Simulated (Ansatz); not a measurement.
## Si: from a trial structure to a relaxed crystal

These are results of Ansatz, DFT PBEsol, scalar-relativistic, plane waves, PAW, not measurements. Cutoff 420 eV, Γ-centred k mesh, Gaussian smearing, no spin polarisation in the final step.

Si was placed on the hcp structure type (P6_3/mmc, No. 194), at a guessed volume.

```yaml
crystal:
  lattice:
    - [3.15148, 0.00000, 0.00000]
    - [-1.57574, 2.72926, 0.00000]
    - [0.00000, 0.00000, 5.11502]
  atoms:
    - { symbol: Si, position: [0.33333, 0.66667, 0.25000] }
    - { symbol: Si, position: [0.66667, 0.33333, 0.75000] }
```

Cell and atoms relax at zero pressure; the relaxation can't lower the symmetry of the start. After a coarse first stage the cell is made exact in the group found at 0.06 Å.

Energies count from the standard state of Si at the same level.

Question: Describe the relaxed structure.

Answer: It keeps P6_3/mmc (No. 194). The result has the hcp structure. Conventional cell: a = 2.665 Å, c = 4.541 Å. Si is coordinated by 12 Si at 2.67–2.74 Å.

Space group P6_3/mmc (No. 194). a = 2.665 Å, b = 2.665 Å, c = 4.541 Å, α = 90.00°, β = 90.00°, γ = 120.00°
```tsv
atom	site	symmetry	x	y	z
Si	2c	-6m2	0.3333	0.6667	0.2500
```

Question: What are its volume, energy, density and gap?

Answer: The volume per atom is 13.97 Å³. The density is 3.34 g/cm³ and the energy over the standard structure is 0.37 eV/atom. The gap on the 24×24×12 mesh is 0 eV (a metal).

The final run used a 24×24×12 mesh on its 2-atom cell and 0.10 eV smearing. For metals, differences of a few meV/atom aren't resolved. A structure relaxed within its symmetry needn't be a true minimum.